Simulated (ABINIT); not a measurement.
# CoO (I4/mmm) in ABINIT: settings compared

One crystal, CoO, is run at these levels: BLYP, AM05; tasks: single point.

Everything below comes from runs of ABINIT 10.8.3 (patched build). Logs are shortened: lines on timing, memory, paths and dates and some standing lists are left out, and cuts for length are marked. The log counts tension as positive stress, the text compression.

### Step 1. Starting point

It takes space group I4/mmm (No. 139, tetragonal). The conventional cell has a = 3.016 Å, b = 3.016 Å, c = 4.214 Å, α = 90.00°, β = 90.00°, γ = 90.00°. Co (site symmetry 4/mmm) is surrounded by 6 O at 2.11 to 2.13 Å. O (site symmetry 4/mmm) is surrounded by 6 Co at 2.11 to 2.13 Å.

### Step 2. Single point, BLYP, collinear spin, ferromagnetic start

Contents of run.abi:

```
pp_dirpath "./"
pseudos "Co.GGA_PBE-JTH.xml, O.GGA_PBE-JTH.xml"

acell 2.9981027643 2.9981027643 2.9981027643 Angstrom
rprim
    -0.5029847602     0.5029847602     0.7028603432
     0.5029847602    -0.5029847602     0.7028603432
     0.5029847602     0.5029847602    -0.7028603432
ntypat 2
znucl 27 8
natom 2
typat 1 2
xred
     0.0000000000     0.0000000000     0.0000000000
     0.5000000000     0.5000000000     0.0000000000

ecut 843.552974 eV
pawecutdg 53.0
pawxcdev 0

kptopt 1
ngkpt 10 10 10
nshiftk 1
shiftk 0.0 0.0 0.0

ixc -106131

nband 16
occopt 3
tsmear 0.05 eV

nsppol 2
spinat
     0.0000000000     0.0000000000     2.0000000000
     0.0000000000     0.0000000000     0.0000000000

nstep 100
tolvrs 1.0e-9

iomode 3
prtwf 0
prteig 0
prtebands 0
enunit 1
prtden 1
prtvha 1
prtvclmb 1
prtpot 1
```

Potentials or basis: JTH PAW PBE v2.0.

The run is started by

```
$ abinit run.abi > log 2>&1
```

run.abo:

```text
.Version 10.8.3 of ABINIT
 Symmetries : space group I4/m m m (#139); Bravais tI (body-center tetrag.)
================================================================================
 Values of the parameters that define the memory need of the present run
     intxc =       0    ionmov =       0      iscf =      17    lmnmax =      18
     lnmax =       6     mgfft =      30  mpssoang =       3    mqgrid =    3001
     natom =       2  nloc_mem =       2    nspden =       2   nspinor =       1
    nsppol =       2      nsym =      16    n1xccc =       1    ntypat =       2
    occopt =       3   xclevel =       2
       mpw =        1078          nfft =       27000          nkpt =         102
 PAW method is used; the additional fine FFT grid is defined by:
   mgfftf=        40    nfftf =     64000
================================================================================
================================================================================

--------------------------------------------------------------------------------
------------- Echo of variables that govern the present computation ------------
--------------------------------------------------------------------------------
 -outvars: echo values of preprocessed input variables --------
            acell      5.6655931219E+00  5.6655931219E+00  5.6655931219E+00 Bohr
              amu      5.89332000E+01  1.59994000E+01
             ecut      3.10000000E+01 Hartree
           enunit           1
                       outvar_i_n : Printing only first  50 k-points.
              ixc     -106131
                       outvar_i_n : Printing only first  50 k-points.
         kptrlatt       10    0    0      0   10    0      0    0   10
          kptrlen      5.66559312E+01
            natom           2
            nband          16
            ngfft          30      30      30
          ngfftdg          40      40      40
             nkpt         102
           nspden           2
           nsppol           2
            nstep         100
             nsym          16
           ntypat           2
                       prtocc : prtvol=0, do not print more k-points.
                       1.000000  1.000000  1.000000  1.000000  1.000000  1.000000
                       1.000000  1.000000  1.000000  1.000000  1.000000  1.000000
                       0.000000  0.000000  0.000000  0.000000
                       1.000000  1.000000  1.000000  1.000000  1.000000  1.000000
                       1.000000  1.000000  1.000000  1.000000  1.000000  1.000000
                       0.000000  0.000000  0.000000  0.000000
                       1.000000  1.000000  1.000000  1.000000  1.000000  1.000000
                       1.000000  1.000000  1.000000  1.000000  1.000000  1.000000
                       0.000000  0.000000  0.000000  0.000000
                       1.000000  1.000000  1.000000  1.000000  1.000000  1.000000
                       1.000000  1.000000  1.000000  1.000000  1.000000  1.000000
                       0.000000  0.000000  0.000000  0.000000
                       1.000000  1.000000  1.000000  1.000000  1.000000  1.000000
                       1.000000  1.000000  1.000000  1.000000  1.000000  1.000000
                       0.000000  0.000000  0.000000  0.000000
                       1.000000  1.000000  1.000000  1.000000  1.000000  1.000000
                       1.000000  1.000000  1.000000  1.000000  1.000000  1.000000
[... 118 lines left out ...]
                       1.000000  1.000000  1.000000  1.000000  1.000000  1.000000
                       1.000000  1.000000  1.000000  1.000000  1.000000  1.000000
                       0.000000  0.000000  0.000000  0.000000
                       1.000000  1.000000  1.000000  1.000000  1.000000  1.000000
                       1.000000  1.000000  1.000000  1.000000  1.000000  1.000000
                       0.000000  0.000000  0.000000  0.000000
                       1.000000  1.000000  1.000000  1.000000  1.000000  1.000000
                       1.000000  1.000000  1.000000  1.000000  1.000000  1.000000
                       0.000000  0.000000  0.000000  0.000000
                       1.000000  1.000000  1.000000  1.000000  1.000000  1.000000
                       1.000000  1.000000  1.000000  1.000000  1.000000  1.000000
                       0.000000  0.000000  0.000000  0.000000
                       1.000000  1.000000  1.000000  1.000000  1.000000  1.000000
                       1.000000  1.000000  1.000000  1.000000  1.000000  1.000000
                       0.000000  0.000000  0.000000  0.000000
                       prtocc : prtvol=0, do not print more k-points.
           occopt           3
        pawecutdg      5.30000000E+01 Hartree
         pawxcdev           0
        prtebands           0
           prteig           0
           prtpot           1
         prtvclmb           1
           prtvha           1
            prtwf           0
            rprim     -5.0298476020E-01  5.0298476020E-01  7.0286034320E-01
                       5.0298476020E-01 -5.0298476020E-01  7.0286034320E-01
                       5.0298476020E-01  5.0298476020E-01 -7.0286034320E-01
          spgroup         139
           spinat      0.0000000000E+00  0.0000000000E+00  2.0000000000E+00
                       0.0000000000E+00  0.0000000000E+00  0.0000000000E+00
           tolvrs      1.00000000E-09
           tsmear      1.83746611E-03 Hartree
            typat      1  2
           useylm           1
                       outvars : Printing only first  50 k-points.
           xangst      0.0000000000E+00  0.0000000000E+00  0.0000000000E+00
                       3.3629806150E-17  3.3629806150E-17  2.1072475379E+00
            xcart      0.0000000000E+00  0.0000000000E+00  0.0000000000E+00
                       6.3551123290E-17  6.3551123290E-17  3.9821207261E+00
             xred      0.0000000000E+00  0.0000000000E+00  0.0000000000E+00
                       5.0000000000E-01  5.0000000000E-01  2.2300932461E-17
            znucl       27.00000    8.00000

================================================================================

 chkinp: Checking input parameters for consistency.

================================================================================
== DATASET  1 ==================================================================

--- !DatasetInfo
iteration_state: {dtset: 1, }
[... 87 lines left out ...]

 Cartesian components of stress tensor (hartree/bohr^3)
  sigma(1 1)=  3.46768328E-04  sigma(3 2)=  0.00000000E+00
  sigma(2 2)=  3.46768328E-04  sigma(3 1)=  0.00000000E+00
  sigma(3 3)=  3.26131656E-04  sigma(2 1)=  0.00000000E+00

--- !ResultsGS
iteration_state: {dtset: 1, }
comment   : Summary of ground state results
lattice_vectors:
- [ -2.8497070,   2.8497070,   3.9821207, ]
- [  2.8497070,  -2.8497070,   3.9821207, ]
- [  2.8497070,   2.8497070,  -3.9821207, ]
lattice_lengths: [   5.66559,    5.66559,    5.66559, ]
lattice_angles: [119.605, 119.605,  90.686, ] # degrees, (23, 13, 12)
lattice_volume:   1.2935250E+02
convergence: {deltae: -9.095E-12, res2:  6.414E-10, residm:  2.775E-05, diffor: null, }
etotal    :  -1.62501173E+02
entropy   :   0.00000000E+00
fermie    :   3.92042963E-01
cartesian_stress_tensor: # hartree/bohr^3
- [  3.46768328E-04,   0.00000000E+00,   0.00000000E+00, ]
- [  0.00000000E+00,   3.46768328E-04,   0.00000000E+00, ]
- [  0.00000000E+00,   0.00000000E+00,   3.26131656E-04, ]
pressure_GPa:  -9.9999E+00
xred      :
- [  0.0000E+00,   0.0000E+00,   0.0000E+00, Co]
- [  5.0000E-01,   5.0000E-01,   2.2301E-17,  O]
cartesian_forces: # hartree/bohr
- [ -0.00000000E+00,  -0.00000000E+00,  -0.00000000E+00, ]
- [ -0.00000000E+00,  -0.00000000E+00,  -0.00000000E+00, ]
force_length_stats: {min:   0.00000000E+00, max:   0.00000000E+00, mean:   0.00000000E+00, }
...

 Integrated electronic and magnetization densities in atomic spheres:
 ------------------------------------------------------------------------------------------------------------
 Radius=ratsph(iatom), smearing ratsm=  0.0000. Diff(up-dn)=approximate z local magnetic moment.
    Atom    Radius    up_density   dn_density  Total(up+dn)  Diff(up-dn)
    1 Co   2.10903     7.685954     7.699380     15.385333    -0.013426
    2  O   1.41465     2.249851     2.249216      4.499067     0.000635
 ------------------------------------------------------------------------------------------------------------
  Sum:                 9.935805     9.948596     19.884400    -0.012791
 Total magnetization (from the atomic spheres):               -0.012791
 Total magnetization (exact up - dn):                         -0.012687

================================================================================

 ----iterations are completed or convergence reached----

 Mean square residual over all n,k,spin=   26.832E-09; max=  27.749E-06
 reduced coordinates (array xred) for    2 atoms
       0.000000000000      0.000000000000      0.000000000000
       0.500000000000      0.500000000000      0.000000000000
 rms dE/dt=  0.0000E+00; max dE/dt=  0.0000E+00; dE/dt below (all hartree)
    1       0.000000000000      0.000000000000      0.000000000000
    2       0.000000000000      0.000000000000      0.000000000000

 cartesian coordinates (angstrom) at end:
    1      0.00000000000000     0.00000000000000     0.00000000000000
    2      0.00000000000000     0.00000000000000     2.10724753786477

 cartesian forces (hartree/bohr) at end:
    1     -0.00000000000000    -0.00000000000000    -0.00000000000000
    2     -0.00000000000000    -0.00000000000000    -0.00000000000000
 frms,max,avg= 0.0000000E+00 0.0000000E+00   0.000E+00  0.000E+00  0.000E+00 h/b

 cartesian forces (eV/Angstrom) at end:
    1     -0.00000000000000    -0.00000000000000    -0.00000000000000
    2     -0.00000000000000    -0.00000000000000    -0.00000000000000
 frms,max,avg= 0.0000000E+00 0.0000000E+00   0.000E+00  0.000E+00  0.000E+00 e/A
 length scales=  5.665593121854  5.665593121854  5.665593121854 bohr
              =  2.998102764300  2.998102764300  2.998102764300 angstroms
 Fermi (or HOMO) energy (eV) =  10.66803   Average Vxc (eV)= -11.44590
 Eigenvalues (   eV  ) for nkpt= 102  k points, SPIN UP:
 kpt#   1, nband= 16, wtk=  0.00100, kpt=  0.0000  0.0000  0.0000 (reduced coord)
 -83.80511  -47.27917  -47.27917  -47.04953   -9.64404    7.26932    7.31004    7.31004
   9.13668    9.13668    9.25479    9.47967    9.91759   12.22427   28.37078   29.55096
 prteigrs : prtvol=0 or 1, do not print more k-points.

 Eigenvalues (   eV  ) for nkpt= 102  k points, SPIN DOWN:
 kpt#   1, nband= 16, wtk=  0.00100, kpt=  0.0000  0.0000  0.0000 (reduced coord)
 -83.82257  -47.41775  -47.12018  -47.12018   -9.64334    7.26931    7.31135    7.31135
   9.16242    9.16242    9.18250    9.45877    9.88914   12.22288   28.37046   29.55739
 prteigrs : prtvol=0 or 1, do not print more k-points.

--- !EnergyTerms
iteration_state     : {dtset: 1, }
comment             : Components of total free energy in Hartree
kinetic             :  1.93876917514892E+01
hartree             :  4.26354388673813E+01
xc                  : -5.94294114072527E+00
Ewald energy        : -1.06646217895261E+02
psp_core            :  3.50504041554917E+00
local_psp           : -1.42324824193042E+02
PAW spherical_terms :  2.68853813495745E+01
internal            : -1.62500430845033E+02
'-kT*entropy'       : -7.37585219373805E-04
total_energy        : -1.62501168430253E+02
total_energy_eV     : -4.42188205957882E+03
...

--- !EnergyTermsDC
iteration_state     : {dtset: 1, }
comment             : '"Double-counting" decomposition of free energy'
band_energy         : -1.35424612525003E+01
Ewald energy        : -1.06646217895261E+02
psp_core            :  3.50504041554917E+00
xc_dc               : -4.08643046681277E+01
PAW spherical_terms : -4.95249157894009E+00
internal            : -1.62500434979280E+02
'-kT*entropy'       : -7.37585219373805E-04
total_energy_dc     : -1.62501172564499E+02
total_energy_dc_eV  : -4.42188217207739E+03
...

--- !EnergyTermsWithPAWCore
iteration_state     : {dtset: 1, }
comment             : 'Components of total free energy, including PAW core contributions'
Total energy        : -1.46903538081652E+03
Total energy DC     : -1.46903538495076E+03
Total energy (eV)   : -3.99744891564101E+04
Total energy DC (eV): -3.99744892689086E+04
...

 Cartesian components of stress tensor (hartree/bohr^3)
  sigma(1 1)=  3.46768328E-04  sigma(3 2)=  0.00000000E+00
  sigma(2 2)=  3.46768328E-04  sigma(3 1)=  0.00000000E+00
  sigma(3 3)=  3.26131656E-04  sigma(2 1)=  0.00000000E+00

-Cartesian components of stress tensor (GPa)         [Pressure= -9.9999E+00 GPa]
- sigma(1 1)=  1.02022764E+01  sigma(3 2)=  0.00000000E+00
- sigma(2 2)=  1.02022764E+01  sigma(3 1)=  0.00000000E+00
- sigma(3 3)=  9.59512459E+00  sigma(2 1)=  0.00000000E+00

== END DATASET(S) ==============================================================
================================================================================

 -outvars: echo values of variables after computation  --------
            acell      5.6655931219E+00  5.6655931219E+00  5.6655931219E+00 Bohr
           etotal     -1.6250117256E+02
            fcart     -0.0000000000E+00 -0.0000000000E+00 -0.0000000000E+00
                      -0.0000000000E+00 -0.0000000000E+00 -0.0000000000E+00
            rprim     -5.0298476020E-01  5.0298476020E-01  7.0286034320E-01
                       5.0298476020E-01 -5.0298476020E-01  7.0286034320E-01
                       5.0298476020E-01  5.0298476020E-01 -7.0286034320E-01
           strten      3.4676832822E-04  3.4676832822E-04  3.2613165586E-04
                       0.0000000000E+00  0.0000000000E+00  0.0000000000E+00
           xangst      0.0000000000E+00  0.0000000000E+00  0.0000000000E+00
                       3.3629806150E-17  3.3629806150E-17  2.1072475379E+00
             xred      0.0000000000E+00  0.0000000000E+00  0.0000000000E+00
                       5.0000000000E-01  5.0000000000E-01  2.2300932461E-17
 Calculation completed.
```

Run time: 5.4 min. Hardware: 1 thread of Arm Neoverse V1, shared host; peak memory 0.22 GiB.

Results:

```
Free energy                                           : -4421.8822 eV
Pressure                                              : -10.0 GPa
Band gap on the k mesh                                : none (metal or under the smearing width)
Net moment                                            : -0.01 μB per cell
Valence electrons inside the program's atomic spheres : Co 15.39; O 4.50
```

Caveat: the starting moments collapsed, and a magnetic state may lie lower; the PAW data sets were made with another functional, which shifts forces and pressure a little; semilocal functionals often make such compounds metallic where correlation or magnetic order opens a gap, which also shifts bond lengths.

### Step 3. Single point, AM05, collinear spin, ferromagnetic start

run.abi: that of step 2 with these lines changed.

```diff
@@ -25,3 +25,3 @@
 
-ixc -106131
+ixc -120135
```

Potentials or basis: JTH PAW PBE v2.0.

The run is started by

```
$ abinit run.abi > log 2>&1
```

It took 5.1 min on 1 thread of Arm Neoverse V1, shared host; peak memory 0.22 GiB.

Results (log left out):

```
Free energy                                           : -4415.6461 eV
Pressure                                              : -27.3 GPa
Band gap on the k mesh                                : none (metal or under the smearing width)
Net moment                                            : 0.00 μB per cell
Valence electrons inside the program's atomic spheres : Co 15.37; O 4.44
```

Stress tensor (GPa, compression positive):
```
-27.35   0.00   0.00
  0.00 -27.35   0.00
  0.00   0.00 -27.08
```

Levels at points of the mesh, in eV from the Fermi level:
Spin up:
```csv
k point,band 8,band 9,band 10,band 11,band 12,band 13,band 14,band 15,band 16
"(0.00, 0.00, 0.00)",-3.35,-1.35,-1.35,-1.28,-1.10,-1.10,1.32,16.80,18.54
"(0.50, 0.00, 0.00)",-5.42,-0.42,-0.41,-0.12,1.51,1.59,5.25,9.64,13.71
"(0.50, 0.50, 0.00)",-4.47,-2.43,-0.68,-0.19,-0.11,-0.10,6.50,9.79,12.31
"(0.50, 0.50, 0.50)",-4.55,-2.42,-0.65,-0.19,-0.11,-0.11,6.50,9.95,12.16
```
Spin down:
```tsv
k point	band 9	band 10	band 11	band 12	band 13	band 14	band 15	band 16
(0.00, 0.00, 0.00)	-1.35	-1.35	-1.28	-1.10	-1.10	1.32	16.80	18.54
(0.50, 0.00, 0.00)	-0.42	-0.41	-0.12	1.51	1.59	5.25	9.64	13.71
(0.50, 0.50, 0.00)	-2.43	-0.68	-0.19	-0.11	-0.10	6.50	9.79	12.31
(0.50, 0.50, 0.50)	-2.42	-0.65	-0.19	-0.11	-0.11	6.50	9.95	12.16
```

Caveat: the starting moments collapsed, and a magnetic state may lie lower; the PAW data sets were made with another functional, which shifts forces and pressure a little; semilocal functionals often make such compounds metallic where correlation or magnetic order opens a gap, which also shifts bond lengths.
